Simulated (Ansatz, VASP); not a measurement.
One calculation of CaSe, two programs

```
CELL_PARAMETERS angstrom
0.00000 2.95600 2.95600
2.95600 0.00000 2.95600
2.95600 2.95600 0.00000
ATOMIC_POSITIONS crystal
Ca 0.02537 0.97463 0.02537
Se 0.50000 0.50000 0.50000
```

Change from the starting cell: one atom moved.

Alike in both runs: task single point; functional PBE; k mesh 8 × 8 × 8; occupations gaussian, width 0.02 eV; no spin polarisation.

```csv
,VASP,Ansatz
version,VASP 6.6.1,Ansatz 0.2.0
potentials or method,"VASP PAW PBE potentials, release 64 (Ca_sv, Se)","scalar-relativistic, plane waves, PAW"
plane-wave cutoff (eV),520,420
valence electrons in the cell,16,26
```

VASP gave:

* gap on the k mesh at the Fermi level (eV): 2.06
* least direct gap on the mesh (eV): 2.96
* pressure (GPa): 1.8
* largest component of the traceless stress (GPa): 1.03
* rms of the force components (eV/Å): 0.294

Q: Which values does Ansatz return?

A: gap on the k mesh at the Fermi level (eV): 2.07; least direct gap on the mesh (eV): 2.97; pressure (GPa): 1.6; largest component of the traceless stress (GPa): 1.01; rms of the force components (eV/Å): 0.289.

Atom by atom the forces differ by 0.004 eV/Å (rms over components). With one functional, cell and mesh, what is left measures potentials, basis and numerics. The two sets of potentials don't hold the same shells in valence.

A k mesh can miss the band edges.
